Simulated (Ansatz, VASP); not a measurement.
One calculation of F, two programs

Contents of INCAR:

```
SYSTEM = F
  PREC = Accurate
  ENCUT = 520
  EDIFF = 1E-7
  ISMEAR = -1
  SIGMA = 0.05
  LREAL = .False.
  LASPH = .True.
  NELM = 100
  ALGO = Normal
  ISIF = 2
  LWAVE = .False.
  LCHARG = .False.
  GGA = CA
  NBANDS = 10
```

File KPOINTS:

```
Automatic mesh
0
Gamma
  17 17 17
  0 0 0
```

The input POSCAR:

```
F
1.0
    0.0000000000      1.2363148658      1.2363148658
    1.2363148658      0.0000000000      1.2363148658
    1.2363148658      1.2363148658      0.0000000000
F
1
Direct
    0.0000000000      0.0000000000      0.0000000000
```

Input for Ansatz:

```yaml
crystal:
  lattice:
    - [0.0, 1.2363148658, 1.2363148658]
    - [1.2363148658, 0.0, 1.2363148658]
    - [1.2363148658, 1.2363148658, 0.0]
  atoms:
    - { symbol: F, position: [0.0, 0.0, 0.0] }
kpoints:
  mp_grid: { grid: [17, 17, 17] }
scf:
  occupations: { method: fermi_dirac, width: 0.05 }
hamiltonian:
  xc: lda
  pseudopotentials: { kind: paw }
output:
  forces: true
  stress: true
  eigenvalues: true
  populations: true
```

Change from the starting cell: volume scaled by 0.45, PAW files.

Alike in both runs: task single point; functional LDA; k mesh 17 × 17 × 17; occupations fermi-dirac, width 0.05 eV; no spin polarisation.

```csv
,VASP,Ansatz
version,VASP 6.6.1,Ansatz 0.2.0
potentials or method,"VASP PAW LDA potentials, release 64 (F)","PAW with Ansatz's default frozen-core files, scalar-relativistic"
plane-wave cutoff (eV),520,420
valence electrons in the cell,7,7
```

|  | VASP | Ansatz | Ansatz less VASP |
| --- | --- | --- | --- |
| pressure (GPa) | 562.0 | 560.9 | -1.11 |

Caveats: the cell as given lies far from equilibrium; so large a pressure means that the cell lies far from this level's equilibrium, or that cutoff or potentials fall short (VASP); an odd number of electrons without spin polarisation forces a metal; a magnetic or distorted state may lie lower.
